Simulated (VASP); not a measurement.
Set up this calculation in VASP 6.6.1, as the native input.

```
Task                   : single point
Functional             : r2SCAN
Potentials or basis    : VASP PAW PBE potentials, release 64 (Ca_sv, S)
Cutoff                 : 520 eV
k mesh                 : 8 × 8 × 8
Occupations            : fermi-dirac, width 0.05 eV
Spin                   : no spin polarisation
Dipole correction      : no
Further INCAR settings : ALGO = Normal; EDIFF = 1e-06; NBANDS = 15
```

CaS:

```xyz
2
Lattice="0.0000 2.8484 2.8484 2.8484 0.0000 2.8484 2.8484 2.8484 0.0000" Properties=species:S:1:pos:R:3 pbc="T T T"
Ca    0.0000    0.0000    0.0000
S     2.8484    2.8484    2.8484
```

The cell was built by a generator and needn't be a form met in nature.

One way to write it, as run:

POSCAR

```
CaS
1.0
    0.0000000000      2.8484300302      2.8484300302
    2.8484300302      0.0000000000      2.8484300302
    2.8484300302      2.8484300302      0.0000000000
Ca S
1 1
Direct
    0.0000000000      0.0000000000      0.0000000000
    0.5000000000      0.5000000000      0.5000000000
```

INCAR.step1

```
SYSTEM = CaS
  PREC = Accurate
  ENCUT = 520
  ISMEAR = -1
  SIGMA = 0.05
  LREAL = .FALSE.
  LASPH = .TRUE.
  NELM = 80
  NBANDS = 15
  GGA = PE
  ALGO = Normal
  EDIFF = 1E-4
  LWAVE = .TRUE.
  LCHARG = .FALSE.
```

INCAR.step2

```
SYSTEM = CaS
  PREC = Accurate
  ENCUT = 520
  EDIFF = 1E-6
  ISMEAR = -1
  SIGMA = 0.05
  LREAL = .FALSE.
  LASPH = .TRUE.
  NELM = 80
  ALGO = Normal
  ISIF = 2
  LWAVE = .FALSE.
  LCHARG = .TRUE.
  METAGGA = R2SCAN
  LMIXTAU = .TRUE.
  LELF = .TRUE.
  LVHAR = .TRUE.
  NBANDS = 15
  ISTART = 1
```

KPOINTS

```
Automatic mesh
0
G
  8 8 8
  0 0 0
```

Potentials or basis: VASP PAW PBE potentials, release 64 (Ca_sv, S).

The run is started by

```sh
$ cat potpaw_PBE.64/Ca_sv/POTCAR potpaw_PBE.64/S/POTCAR > POTCAR
$ cp INCAR.step1 INCAR
$ mpirun -np 1 vasp_std > vasp.out
$ cp INCAR.step2 INCAR
$ mpirun -np 1 vasp_std > vasp.out
```

Results of the run:

| Quantity | Value |
| --- | --- |
| Pressure | 0.3 GPa |
| Band gap on the k mesh | 2.81 eV, indirect (least direct gap 3.63 eV) |

Caveat: the PAW data sets were made with another functional, which shifts forces and pressure a little.

It took 2.3 min on 1 thread of AMD EPYC 7R43 64-Core Processor (Zen 3), on a shared host, peak memory 0.14 GiB.
